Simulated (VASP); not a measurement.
# Mo (Im-3m) in VASP: density of states with LDA

Aim: the density of states of Mo with LDA.

Everything below comes from runs of VASP 6.6.1. Logs are shortened: lines on timing, memory, paths and dates and some standing lists are left out, and cuts for length are marked.

## (1) Starting point

Symmetry: Im-3m, No. 229, cubic system. Conventional cell: a = 3.116 Å, b = 3.116 Å, c = 3.116 Å, α = 90.00°, β = 90.00°, γ = 90.00°. Around Mo (site symmetry m-3m) lie 8 Mo at 2.70 Å.

## (2) Density of states, LDA

POSCAR reads:

```
Mo                                      
1.0
   -1.5578101448      1.5578101448      1.5578101448
    1.5578101448     -1.5578101448      1.5578101448
    1.5578101448      1.5578101448     -1.5578101448
  Mo            
     1
Direct
     0.0000000000000000    0.0000000000000000    0.0000000000000000
```

INCAR.step1 reads:

```
  ALGO = Normal
  EDIFF = 1E-7
  ENCUT = 520
  ISIF = 2
  ISMEAR = 0
  LASPH = T
  LCHARG = T
  LMAXMIX = 4
  LREAL = F
  LWAVE = F
  NELM = 100
  PREC = Accurate
  SIGMA = 0.1
```

KPOINTS.step1 reads:

```
k-points
0
Gamma
  18 18 18
```

INCAR.step2 reads:

```
  ALGO = Normal
  EDIFF = 1E-7
  ENCUT = 520
  ICHARG = 11
  ISIF = 2
  ISMEAR = -5
  LASPH = T
  LCHARG = F
  LMAXMIX = 4
  LORBIT = 11
  LREAL = F
  LWAVE = F
  NEDOS = 1001
  NELM = 100
  PREC = Accurate
  SIGMA = 0.1
```

KPOINTS.step2 reads:

```
k-points
0
Gamma
  27 27 27
```

Potentials or basis: VASP PAW LDA potentials, release 64 (Mo_sv).

Run with:

```sh
$ cat potpaw_LDA.64/Mo_sv/POTCAR > POTCAR
$ cp INCAR.step1 INCAR
$ cp KPOINTS.step1 KPOINTS
$ mpirun -np 1 vasp_std > vasp.out
$ cp INCAR.step2 INCAR
$ cp KPOINTS.step2 KPOINTS
$ mpirun -np 1 vasp_std > vasp.out
```

OUTCAR:

```text
EDIFF = 1E-7
   ENCUT = 520
   ICHARG = 11
   ISIF = 2
   ISMEAR = -5
   LASPH = T
   LORBIT = 11
   LREAL = F
   NELM = 100
   PREC = Accurate

 ion  position               nearest neighbor table
   1  0.000  0.000  0.000-

  LATTYP: Found a body centered cubic cell.
 ALAT       =     3.1156202896

  Lattice vectors:

 A1 = (  -1.5578101448,   1.5578101448,   1.5578101448)
 A2 = (   1.5578101448,  -1.5578101448,   1.5578101448)
 A3 = (   1.5578101448,   1.5578101448,  -1.5578101448)

Analysis of symmetry for initial positions (statically):
=====================================================================
 Subroutine PRICEL returns:
 Original cell was already a primitive cell.

 Routine SETGRP: Setting up the symmetry group for a
 body centered cubic supercell.

 Subroutine GETGRP returns: Found 48 space group operations
 (whereof 48 operations were pure point group operations)
 out of a pool of 48 trial point group operations.

The static configuration has the point symmetry O_h .

Analysis of symmetry for dynamics (positions and initial velocities):
=====================================================================
 Subroutine PRICEL returns:
 Original cell was already a primitive cell.

 Routine SETGRP: Setting up the symmetry group for a
 body centered cubic supercell.

 Subroutine GETGRP returns: Found 48 space group operations
 (whereof 48 operations were pure point group operations)
 out of a pool of 48 trial point group operations.

The dynamic configuration has the point symmetry O_h .

 Subroutine INISYM returns: Found 48 space group operations
 (whereof 48 operations are pure point group operations),
 and found     1 'primitive' translations

----------------------------------------------------------------------------------------

                                     Primitive cell

  volume of cell :      15.1218

  direct lattice vectors                    reciprocal lattice vectors
    -1.557810145  1.557810145  1.557810145     0.000000000  0.320963374  0.320963374
     1.557810145 -1.557810145  1.557810145     0.320963374  0.000000000  0.320963374
     1.557810145  1.557810145 -1.557810145     0.320963374  0.320963374  0.000000000

  length of vectors
     2.698206319  2.698206319  2.698206319     0.453910756  0.453910756  0.453910756

  position of ions in fractional coordinates (direct lattice)
     0.000000000  0.000000000  0.000000000

  ion indices of the primitive-cell ions
   primitive index   ion index
                 1           1

[... 83 lines left out ...]
   PSTRESS=    0.0 pullay stress
   NELECT =      14.0000    total number of electrons
   NUPDOWN=      -1.0000    fix difference up-down
   EMIN   =  10.00;   EMAX   =-10.00  energy-range for DOS
   EFERMI =   0.00;   METHOD = LEGACY
   ISMEAR =    -5;   SIGMA  =   0.10  broadening in eV -4-tet -1-fermi 0-gaus
   EFERMI_NEDOS =   21; number of points for ismear=-14 and -15
   IALGO  =     38    algorithm
   IMIX   =      4    mixing-type and parameters
     AMIX     =   0.40;   BMIX     =  1.00
     AMIX_MAG =   1.60;   BMIX_MAG =  1.00
  volume/ion in A,a.u.               =      15.12       102.05
  Fermi-wavevector in a.u.,A,eV,Ry     =   1.595572  3.015193 34.638378  2.545849
  Thomas-Fermi vector in A             =   2.693469
   LORBIT       =     11    0 simple, 1 ext, 2 COOP (PROOUT), +10 PAW based schemes
   GGA     = CA    functional components
   LHFCALC =     F    Hartree Fock is set to
   AEXX    =    0.0000 exact exchange contribution
   IVDW    =     0    specifies the selected vdW correction
   LEPSILON=     F    determine dielectric tensor
   LRPA    =     F    only Hartree local field effects (RPA)
 non-spin polarized calculation
 Fermi weights with tetrahedron method with Bloechl corrections
  energy-cutoff  :      520.00
  volume of cell :       15.12
 maximum number of plane-waves:       420

 number of electron      13.9999996 magnetization

 Free energy of the ion-electron system (eV)
  ---------------------------------------------------
  ext. energy  EPLUGINS =         0.00000000
  ---------------------------------------------------
  free energy    TOTEN  =       -12.13052912 eV

  energy without entropy =      -12.13052912  energy(sigma->0) =      -12.13052912

 E-fermi :  13.0380     XC(G=0): -13.7899

 val. band max:       13.0854083025   @ k =   0.3704   0.1111   0.0370
 cond. band min:      13.0144704344   @ k =   0.1852   0.0000   0.0000
 fundamental gap:     -0.0709378681
 Fermi energy:        13.0380452672

 k-point     1 :       0.0000    0.0000    0.0000
  band No.  band energies     occupation
      1     -47.9356      2.00000
      2     -21.2940      2.00000
      3     -21.2940      2.00000
      4     -21.2940      2.00000
      5       5.6781      2.00000
      6      11.5687      2.00000
      7      11.5687      2.00000
      8      11.5687      2.00000
      9      14.6955      0.00000
     10      14.6955      0.00000
     11      27.8824      0.00000
[... 309 lines left out ...]
 k-point    24 :       0.3704    0.0370    0.0000
  band No.  band energies     occupation
      1     -47.6612      2.00000
      2     -22.6945      2.00000
      3     -21.7422      2.00000
      4     -21.3162      2.00000
      5       7.7221      2.00000
      6       9.6518      2.00000
      7      13.2166      0.57110
      8      14.7219      0.00000
      9      15.3070      0.00000
     10      16.9706      0.00000
     11      25.8564      0.00000

 [... further k-points ...]

------------------------ aborting loop because EDIFF is reached ----------------------------------------

  FORCE on cell =-STRESS in cart. coord.  units (eV):
  Direction    XX          YY          ZZ          XY          YZ          ZX
  --------------------------------------------------------------------------------------
  -------------------------------------------------------------------------------------
  Total       -0.0013251     -0.0013251     -0.0013251      0.0000000     -0.0000000      0.0000000
  in kB       -0.1403962     -0.1403962     -0.1403962      0.0000000     -0.0000000      0.0000000
  external PRESSURE =      -0.1403962 kB  Pullay stress =       0.0000000 kB

 VOLUME and BASIS-vectors are now :
 -----------------------------------------------------------------------------
  energy-cutoff  :      520.00
  volume of cell :       15.12
      direct lattice vectors                 reciprocal lattice vectors
    -1.557810145  1.557810145  1.557810145     0.000000000  0.320963374  0.320963374
     1.557810145 -1.557810145  1.557810145     0.320963374  0.000000000  0.320963374
     1.557810145  1.557810145 -1.557810145     0.320963374  0.320963374  0.000000000

 POSITION                                       TOTAL-FORCE (eV/Angst)
 -----------------------------------------------------------------------------------
      0.00000      0.00000      0.00000         0.000000      0.000000     -0.000000
 -----------------------------------------------------------------------------------
    total drift:                               -0.000000     -0.000000      0.000000

  FREE ENERGIE OF THE ION-ELECTRON SYSTEM (eV)
  ---------------------------------------------------
  free  energy   TOTEN  =       -12.1305291163 eV

  energy  without entropy=      -12.1305291163  energy(sigma->0) =      -12.13052912

 total charge

# of ion       s       p       d       tot
------------------------------------------
    1        2.398   6.218   3.981  12.597
```

Run time: 2 min. Hardware: 1 thread of Intel Xeon Platinum 8175M at 2.50GHz (Skylake/Cascade Lake), shared host; peak memory 0.23 GiB.

What came out:

* Valence electrons inside the program's atomic spheres: Mo 12.60

States per cell in windows of 1 eV (zero at the Fermi level; states under -8 eV left out):
```csv
from (eV),total,Mo1_d,Mo1_p,Mo1_s
-8.0,0.01,0.00,0.00,0.00
-7.0,0.07,0.00,0.00,0.04
-6.0,0.45,0.21,0.01,0.10
-5.0,1.36,0.80,0.05,0.17
-4.0,1.26,0.94,0.05,0.03
-3.0,1.10,0.84,0.05,0.02
-2.0,1.29,0.87,0.10,0.04
-1.0,0.49,0.33,0.04,0.01
0.0,0.95,0.76,0.04,0.01
1.0,1.39,1.22,0.02,0.01
2.0,1.48,1.34,0.02,0.02
3.0,0.70,0.58,0.03,0.02
4.0,0.40,0.31,0.03,0.02
5.0,0.26,0.16,0.04,0.02
6.0,0.26,0.14,0.05,0.02
7.0,0.24,0.11,0.05,0.01
```

Caveat: tetrahedron occupations give inexact forces and stress in metals.
